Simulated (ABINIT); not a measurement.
TaSi2:

```
Ta Si
1.0
     4.78000    0.00000    0.00000
    -2.39000    4.13960    0.00000
     0.00000    0.00000    6.56400
Ta Si
3 6
Cartesian
  -1.1950 2.0698 1.0940
  1.1950 2.0698 5.4700
  2.3900 0.0000 3.2820
  1.1949 0.6899 1.0940
  -1.1951 3.4497 5.4700
  2.3900 2.7599 3.2820
  1.1951 3.4497 1.0940
  3.5851 0.6899 5.4700
  0.0000 1.3797 3.2820
```

Base run:

- Program: ABINIT 10.8.3 (patched build)
- Functional: PBEsol
- Potentials or basis: PseudoDojo NC SR PBEsol v0.4.1 standard
- Cutoff: 789 eV
- k mesh: 7 × 7 × 4
- Occupations: fermi-dirac, width 0.05 eV
- Spin: no spin polarisation

Its results: band gap on the k mesh none (metal or under the smearing width); pressure -1.3 GPa; largest force 0.746 eV/Å.

The run is repeated on the same cell with these changes: functional from PBEsol to LDA; potentials or basis from PseudoDojo NC SR PBEsol v0.4.1 standard to JTH PAW LDA v2.0; cutoff from 789 eV to 517 eV. What comes out?

Band gap on the k mesh none (metal or under the smearing width); pressure -4.8 GPa; largest force 0.696 eV/Å.

Caveats: the cell's inner coordinates are idealised or old, which leaves forces on the atoms.

Not every run made on this cell is shown here.
